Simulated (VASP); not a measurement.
# MgO (Fm-3m) in VASP: further runs

The runs below take MgO through single point, with PBE.

Program: VASP 6.6.1. These are calculated values, not measurements. Logs are shortened: lines on timing, memory, paths and dates and some standing lists are left out, and cuts for length are marked.

**Measured values to compare with.**

“Electronic structure of alkaline earth and post-transition metal oxides”, 2009, arxiv:0908.1581 quotes, for a bulk crystal of MgO: band gap 7.83 eV.

The runs below are set against these values where they give the same quantity.

## (1) Starting point

Symmetry: Fm-3m, No. 225, cubic system. The conventional cell has a = 4.217 Å, b = 4.217 Å, c = 4.217 Å, α = 90.00°, β = 90.00°, γ = 90.00°. Mg (site symmetry m-3m) is surrounded by 6 O at 2.11 Å. O (site symmetry m-3m) has 6 Mg at 2.11 Å as nearest neighbours.

## (2) Single point, PBE

Input file INCAR:

```
SYSTEM = MgO
PREC = Accurate
ENCUT = 520
EDIFF = 1E-7
ISMEAR = 0
SIGMA = 0.02
LREAL = .FALSE.
LASPH = .TRUE.
NELM = 80
ALGO = Normal
ISIF = 2
LWAVE = .FALSE.
LCHARG = .FALSE.
GGA = PE
NBANDS = 11
```

Input file KPOINTS:

```
Automatic mesh
0
G
  8 8 8
  0 0 0
```

Input file POSCAR:

```
MgO
1.0
    0.0000000000      2.1085000000      2.1085000000
    2.1085000000      0.0000000000      2.1085000000
    2.1085000000      2.1085000000      0.0000000000
Mg O
1 1
Direct
    0.0000000000      0.0000000000      0.0000000000
    0.5000000000      0.5000000000      0.5000000000
```

Potentials or basis: VASP PAW PBE potentials, release 64 (Mg, O).

Launch:

```console
$ cat potpaw_PBE.64/Mg/POTCAR potpaw_PBE.64/O/POTCAR > POTCAR
$ mpirun -np 1 vasp_std > vasp.out
```

OUTCAR:

```text
SYSTEM = MgO
   PREC = Accurate
   ENCUT = 520
   EDIFF = 1E-7
   ISMEAR = 0
   LREAL = .FALSE.
   LASPH = .TRUE.
   NELM = 80
   ISIF = 2
   GGA = PE

 ion  position               nearest neighbor table
   1  0.000  0.000  0.000-   2 2.11   2 2.11   2 2.11   2 2.11   2 2.11   2 2.11
   2  0.500  0.500  0.500-   1 2.11   1 2.11   1 2.11   1 2.11   1 2.11   1 2.11

  LATTYP: Found a face centered cubic cell.
 ALAT       =     4.2170000000

  Lattice vectors:

 A1 = (   0.0000000000,   2.1085000000,   2.1085000000)
 A2 = (   2.1085000000,   0.0000000000,   2.1085000000)
 A3 = (   2.1085000000,   2.1085000000,   0.0000000000)

Analysis of symmetry for initial positions (statically):
=====================================================================
 Subroutine PRICEL returns:
 Original cell was already a primitive cell.

 Routine SETGRP: Setting up the symmetry group for a
 face centered cubic supercell.

 Subroutine GETGRP returns: Found 48 space group operations
 (whereof 48 operations were pure point group operations)
 out of a pool of 48 trial point group operations.

The static configuration has the point symmetry O_h .

Analysis of symmetry for dynamics (positions and initial velocities):
=====================================================================
 Subroutine PRICEL returns:
 Original cell was already a primitive cell.

 Routine SETGRP: Setting up the symmetry group for a
 face centered cubic supercell.

 Subroutine GETGRP returns: Found 48 space group operations
 (whereof 48 operations were pure point group operations)
 out of a pool of 48 trial point group operations.

The dynamic configuration has the point symmetry O_h .

 Subroutine INISYM returns: Found 48 space group operations
 (whereof 48 operations are pure point group operations),
 and found     1 'primitive' translations

----------------------------------------------------------------------------------------

                                     Primitive cell

  volume of cell :      18.7478

  direct lattice vectors                    reciprocal lattice vectors
     0.000000000  2.108500000  2.108500000    -0.237135404  0.237135404  0.237135404
     2.108500000  0.000000000  2.108500000     0.237135404 -0.237135404  0.237135404
     2.108500000  2.108500000  0.000000000     0.237135404  0.237135404 -0.237135404

  length of vectors
     2.981869296  2.981869296  2.981869296     0.410730569  0.410730569  0.410730569

  position of ions in fractional coordinates (direct lattice)
     0.000000000  0.000000000  0.000000000
     0.500000000  0.500000000  0.500000000

  ion indices of the primitive-cell ions
   primitive index   ion index
                 1           1
                 2           2

----------------------------------------------------------------------------------------

 KPOINTS: Automatic mesh

Automatic generation of k-mesh.
 Grid dimensions read from file:
 generate k-points for:    8    8    8

 Generating k-lattice:

  Cartesian coordinates                     Fractional coordinates (reciprocal lattice)
    -0.029641926  0.029641926  0.029641926     0.125000000  0.000000000  0.000000000
     0.029641926 -0.029641926  0.029641926     0.000000000  0.125000000  0.000000000
     0.029641926  0.029641926 -0.029641926     0.000000000  0.000000000  0.125000000

  Length of vectors
     0.051341321  0.051341321  0.051341321

  Shift w.r.t. Gamma in fractional coordinates (k-lattice)
     0.000000000  0.000000000  0.000000000

 Subroutine IBZKPT returns following result:
 ===========================================

 Found     29 irreducible k-points:

 Following reciprocal coordinates:
            Coordinates               Weight
  0.000000  0.000000  0.000000      1.000000
  0.125000  0.000000  0.000000      8.000000
  0.250000  0.000000  0.000000      8.000000
  0.375000  0.000000  0.000000      8.000000
  0.500000  0.000000  0.000000      4.000000
  0.125000  0.125000  0.000000      6.000000
[... 16 lines left out ...]
  0.500000  0.250000  0.125000     48.000000
 -0.375000  0.250000  0.125000     24.000000
 [... further k-points ...]
   k-points           NKPTS =     29   k-points in BZ     NKDIM =     29   number of bands    NBANDS=     11
   number of dos      NEDOS =    301   number of ions     NIONS =      2
   total plane-waves  NPLWV =  13824
   dimension x,y,z NGX =    24 NGY =   24 NGZ =   24
   dimension x,y,z NGXF=    48 NGYF=   48 NGZF=   48
   ions per type =               1   1
   NGX,Y,Z   is equivalent  to a cutoff of  13.38, 13.38, 13.38 a.u.
   NGXF,Y,Z  is equivalent  to a cutoff of  26.76, 26.76, 26.76 a.u.
 SYSTEM =  MgO
   PREC   = accura    normal or accurate (medium, high low for compatibility)
   ISTART =      0    job   : 0-new  1-cont  2-samecut
   ICHARG =      2    charge: 1-file 2-atom 10-const
   ISPIN  =      1    spin polarized calculation?
   LNONCOLLINEAR =      F non collinear calculations
   LSORBIT =      F    spin-orbit coupling
   LASPH  =      T    aspherical Exc in radial PAW
   ENCUT  =  520.0 eV  38.22 Ry    6.18 a.u.   5.54  5.54  5.54*2*pi/ulx,y,z
   NELM   =     80;   NELMIN=  2; NELMDL= -5     # of ELM steps
   EDIFF  = 0.1E-06   stopping-criterion for ELM
   LREAL  =      F    real-space projection
   EDIFFG = 0.1E-05   stopping-criterion for IOM
   NSW    =      0    number of steps for IOM
   IBRION =     -1    ionic relax: 0-MD 1-quasi-New 2-CG
   NFREE  =      0    steps in history (QN), initial steepest desc. (CG)
   ISIF   =      2    stress and relaxation
   ISYM   =      2    0-nonsym 1-usesym 2-fastsym
   POTIM  = 0.5000    time-step for ionic-motion
   TEBEG  =    0.0;   TEEND  =   0.0 temperature during run
   PSTRESS=    0.0 pullay stress
   NELECT =       8.0000    total number of electrons
   NUPDOWN=      -1.0000    fix difference up-down
   EMIN   =  10.00;   EMAX   =-10.00  energy-range for DOS
   EFERMI =   0.00;   METHOD = LEGACY
   ISMEAR =     0;   SIGMA  =   0.02  broadening in eV -4-tet -1-fermi 0-gaus
   EFERMI_NEDOS =   21; number of points for ismear=-14 and -15
   IALGO  =     38    algorithm
   IMIX   =      4    mixing-type and parameters
     AMIX     =   0.40;   BMIX     =  1.00
     AMIX_MAG =   1.60;   BMIX_MAG =  1.00
  volume/ion in A,a.u.               =       9.37        63.26
  Fermi-wavevector in a.u.,A,eV,Ry     =   1.232503  2.329092 20.668107  1.519063
  Thomas-Fermi vector in A             =   2.367270
   LORBIT       =      0    0 simple, 1 ext, 2 COOP (PROOUT), +10 PAW based schemes
   GGA     = PE    functional components
   LHFCALC =     F    Hartree Fock is set to
   AEXX    =    0.0000 exact exchange contribution
   IVDW    =     0    specifies the selected vdW correction
   LEPSILON=     F    determine dielectric tensor
   LRPA    =     F    only Hartree local field effects (RPA)
 non-spin polarized calculation
 Gauss-broadening in eV      SIGMA  =   0.02
  energy-cutoff  :      520.00
  volume of cell :       18.75
 maximum number of plane-waves:       531
 NGX is ok and might be reduce to    24
   NGX = 11   NGY = 11   NGZ = 11

 number of electron       8.0000005 magnetization

 Free energy of the ion-electron system (eV)
  ---------------------------------------------------
  ext. energy  EPLUGINS =         0.00000000
  ---------------------------------------------------
  free energy    TOTEN  =       -11.90710888 eV

  energy without entropy =      -11.90710888  energy(sigma->0) =      -11.90710888

 E-fermi :   3.3330     XC(G=0): -11.0620

 val. band max:        3.1605649289   @ k =   0.0000   0.0000   0.0000
 cond. band min:       7.8529273069   @ k =   0.0000   0.0000   0.0000
 fundamental gap:      4.6923623781
 Fermi energy:         3.3329578514

 k-point     1 :       0.0000    0.0000    0.0000
  band No.  band energies     occupation
      1     -14.0849      2.00000
      2       3.1606      2.00000
      3       3.1606      2.00000
      4       3.1606      2.00000
      5       7.8529      0.00000
      6      18.9405      0.00000
      7      18.9405      0.00000
      8      18.9405      0.00000
      9      22.8479      0.00000
     10      24.6182      0.00000
     11      24.6182      0.00000

 k-point     2 :       0.1250    0.0000    0.0000
  band No.  band energies     occupation
      1     -13.9226      2.00000
      2       2.2076      2.00000
      3       3.0581      2.00000
      4       3.0581      2.00000
      5       8.7678      0.00000
      6      17.2626      0.00000
      7      19.2972      0.00000
      8      19.2972      0.00000
      9      23.6449      0.00000
     10      23.6449      0.00000
     11      24.9971      0.00000

 k-point     3 :       0.2500    0.0000    0.0000
  band No.  band energies     occupation
      1     -13.5011      2.00000
      2       0.5085      2.00000
      3       2.8221      2.00000
      4       2.8221      2.00000
      5      10.2165      0.00000
      6      15.7137      0.00000
      7      19.7843      0.00000
      8      19.7843      0.00000
      9      23.2556      0.00000
     10      23.2556      0.00000
     11      25.0945      0.00000

 k-point     4 :       0.3750    0.0000    0.0000
  band No.  band energies     occupation
      1     -13.0263      2.00000
      2      -0.8933      2.00000
      3       2.5999      2.00000
      4       2.5999      2.00000
      5      10.9365      0.00000
      6      15.5056      0.00000
      7      19.6049      0.00000
      8      19.6049      0.00000
      9      24.3079      0.00000
     10      24.5685      0.00000
     11      24.5685      0.00000
[... 239 lines left out ...]
 k-point    22 :       0.3750    0.2500    0.1250
  band No.  band energies     occupation
      1     -13.1994      2.00000
      2       0.1535      2.00000
      3       2.0140      2.00000
      4       2.5491      2.00000
      5      11.6182      0.00000
      6      14.6337      0.00000
      7      18.2016      0.00000
      8      20.6657      0.00000
      9      21.2400      0.00000
     10      25.5594      0.00000
     11      28.9271      0.00000

 k-point    23 :       0.5000    0.2500    0.1250
  band No.  band energies     occupation
      1     -12.8257      2.00000
      2      -0.5334      2.00000
      3       1.4411      2.00000
      4       2.2979      2.00000
      5      12.6259      0.00000
      6      14.7903      0.00000
      7      17.0421      0.00000
      8      20.2619      0.00000
      9      22.8072      0.00000
     10      25.5229      0.00000
     11      29.1254      0.00000

 k-point    24 :      -0.3750    0.2500    0.1250
  band No.  band energies     occupation
      1     -12.6596      2.00000
      2      -0.8253      2.00000
      3       1.2344      2.00000
      4       2.1790      2.00000
      5      12.8080      0.00000
      6      15.3264      0.00000
      7      16.6136      0.00000
      8      20.0157      0.00000
      9      23.6454      0.00000
     10      25.1924      0.00000
     11      29.2651      0.00000

 [... further k-points ...]
[... 5 lines left out ...]
  --------------------------------------------------------------------------------------
  -------------------------------------------------------------------------------------
  Total        0.3948472      0.3948472      0.3948472      0.0000000      0.0000000     -0.0000000
  in kB       33.7434036     33.7434036     33.7434036      0.0000000      0.0000000     -0.0000000
  external PRESSURE =      33.7434036 kB  Pullay stress =       0.0000000 kB

 VOLUME and BASIS-vectors are now :
 -----------------------------------------------------------------------------
  energy-cutoff  :      520.00
  volume of cell :       18.75
      direct lattice vectors                 reciprocal lattice vectors
     0.000000000  2.108500000  2.108500000    -0.237135404  0.237135404  0.237135404
     2.108500000  0.000000000  2.108500000     0.237135404 -0.237135404  0.237135404
     2.108500000  2.108500000  0.000000000     0.237135404  0.237135404 -0.237135404

 POSITION                                       TOTAL-FORCE (eV/Angst)
 -----------------------------------------------------------------------------------
      0.00000      0.00000      0.00000        -0.000000     -0.000000     -0.000000
      2.10850      2.10850      2.10850         0.000000      0.000000      0.000000
 -----------------------------------------------------------------------------------
    total drift:                               -0.000000     -0.000000      0.000000

  FREE ENERGIE OF THE ION-ELECTRON SYSTEM (eV)
  ---------------------------------------------------
  free  energy   TOTEN  =       -11.9071088838 eV

  energy  without entropy=      -11.9071088838  energy(sigma->0) =      -11.90710888
```

Wall time 5.7 s (1 thread of Intel Xeon Platinum 8488C (Sapphire Rapids), shared host); peak memory 0.14 GiB.

Results:

```
Free energy            : -11.9071 eV
Pressure               : 3.4 GPa
Band gap on the k mesh : 4.69 eV, direct
```

## (3) Single point, PBE

INCAR is that of step 2.

Input file KPOINTS:

```
Automatic mesh
0
G
  10 10 10
  0 0 0
```

POSCAR is that of step 2.

Potentials or basis: VASP PAW PBE potentials, release 64 (Mg, O).

Launch:

```console
$ cat potpaw_PBE.64/Mg/POTCAR potpaw_PBE.64/O/POTCAR > POTCAR
$ mpirun -np 1 vasp_std > vasp.out
```

Run time: 6.7 s. Hardware: 1 thread of Intel Xeon Platinum 8488C (Sapphire Rapids), shared host; peak memory 0.14 GiB.

The run converged. Its results:

```
Free energy            : -11.9071 eV
Pressure               : 3.4 GPa
Band gap on the k mesh : 4.69 eV, direct
```

Levels at points of the mesh, in eV from the valence-band top:
| k point | band 2 | band 3 | band 4 | band 5 | band 6 | band 7 |
| --- | --- | --- | --- | --- | --- | --- |
| (0.00, 0.00, 0.00) | 0.00 | 0.00 | 0.00 | 4.69 | 15.78 | 15.78 |
| (0.50, 0.00, 0.00) | -4.60 | -0.65 | -0.65 | 7.87 | 12.57 | 16.27 |
| (0.50, 0.50, 0.00) | -4.07 | -1.34 | -1.34 | 9.12 | 9.93 | 13.06 |

## (4) Comparison with measurements

Step 2. Measured gap of MgO: 7.83 eV (quoted in “Electronic structure of alkaline earth and post-transition metal oxides”, 2009, arxiv:0908.1581). This calculation gives 4.69 eV (-3.14 eV). The value is that of PBE, without temperature or zero-point motion. Semilocal functionals fall short of measured gaps as a rule.

Step 3. Measured gap of MgO: 7.83 eV (quoted in “Electronic structure of alkaline earth and post-transition metal oxides”, 2009, arxiv:0908.1581). This calculation gives 4.69 eV (-3.14 eV). The value is that of PBE, without temperature or zero-point motion. Semilocal functionals fall short of measured gaps as a rule.
